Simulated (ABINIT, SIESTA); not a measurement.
An ABINIT input for a self-consistent single point of InCuS2 (I-42d, 8 atoms in the cell) (DFT, PBE, plane waves, PAW (JTH v2.0 PBE PAW)):

```
# InCuS2, JTH v2.0 PBE PAW
pp_dirpath "./"
pseudos "In.GGA_PBE-JTH.xml, Cu.GGA_PBE-JTH.xml, S.GGA_PBE-JTH.xml"
acell 6.9230636902 6.9230636902 6.9230636902 Angstrom
rprim
        -0.4061519763    0.4061519763    0.8185848424
         0.4061519763   -0.4061519763    0.8185848424
         0.4061519763    0.4061519763   -0.8185848424
natom 8
ntypat 3
znucl 49 29 16
typat 1 1 2 2 3 3 3 3
xcart
         0.0000000000   -0.0000000000    5.6671150000
         2.8118160000    0.0000000000    2.8335575000
         0.0000000000    2.8118160000    2.8335575000
         0.0000000000    0.0000000000    0.0000000000
         1.5678686016    1.4059080000    7.0838937500
         4.2177240000    1.2439473984   -1.4167787500
         1.2439473984    1.4059080000    1.4167787500
        -1.4059080000    1.5678686016    4.2503362500
      Angstrom
ecut 60 Ry
pawecutdg 120 Ry
pawxcdev 0
occopt 7
tsmear 0.136 eV
nband 55
kptopt 1
ngkpt 4 4 4
nshiftk 1
shiftk 0 0 0
nstep 80
toldfe 1.0e-09
prtwf 0
prtden 0
prtvol 1
```

Task: Give the SIESTA input for the same structure, mesh, smearing and functional.

Result: One input that does it (others would too):

```
# files in the folder: In.psml Cu.psml S.psml (PseudoDojo PBE standard)
SystemName  InCuS2
SystemLabel InCuS2

NumberOfAtoms                8
NumberOfSpecies              3
%block ChemicalSpeciesLabel
  1 49 In
  2 29 Cu
  3 16 S
%endblock ChemicalSpeciesLabel
LatticeConstant              1.0 Ang
%block LatticeVectors
    -2.811816000    2.811816000    5.667115000
     2.811816000   -2.811816000    5.667115000
     2.811816000    2.811816000   -5.667115000
%endblock LatticeVectors
AtomicCoordinatesFormat      Fractional
%block AtomicCoordinatesAndAtomicSpecies
     0.500000000    0.500000000    0.000000000  1
     0.250000000    0.750000000    0.500000000  1
     0.750000000    0.250000000    0.500000000  2
     0.000000000    0.000000000    0.000000000  2
     0.875000000    0.903800000    0.528800000  3
     0.096200000    0.625000000    0.971200000  3
     0.375000000    0.346200000    0.471200000  3
     0.653800000    0.125000000    0.028800000  3
%endblock AtomicCoordinatesAndAtomicSpecies

XC.functional                GGA
XC.authors                   PBE
PAO.BasisSize                DZP
PAO.EnergyShift              0.01 Ry
MeshCutoff                   400 Ry
%block kgrid.MonkhorstPack
    4   0   0  0.0
    0   4   0  0.0
    0   0   4  0.0
%endblock kgrid.MonkhorstPack
OccupationFunction           MP
OccupationMPOrder            0
ElectronicTemperature        1578.21 K

MaxSCFIterations             150
SCF.Mixer.Method             Broyden
SCF.Mixer.Weight             0.2
SCF.Mixer.History            8
SCF.DM.Tolerance             1.0E-04
Diag.ParallelOverK           true
WriteForces                  true
Charge.Mulliken              end
```

Basis, cutoffs, solver keys and any potentials are the target program's own. This input uses DFT, GGA PBE, numerical atomic orbitals DZP, PseudoDojo PBE standard norm-conserving potentials (rewritten from UPF to PSML).

The starting cell comes from a database of computed structures (which also holds hypothetical and non-ambient phases and stackings), without a prior relaxation at this level. Its lattice was rescaled by a random factor within 2.5 % of one.
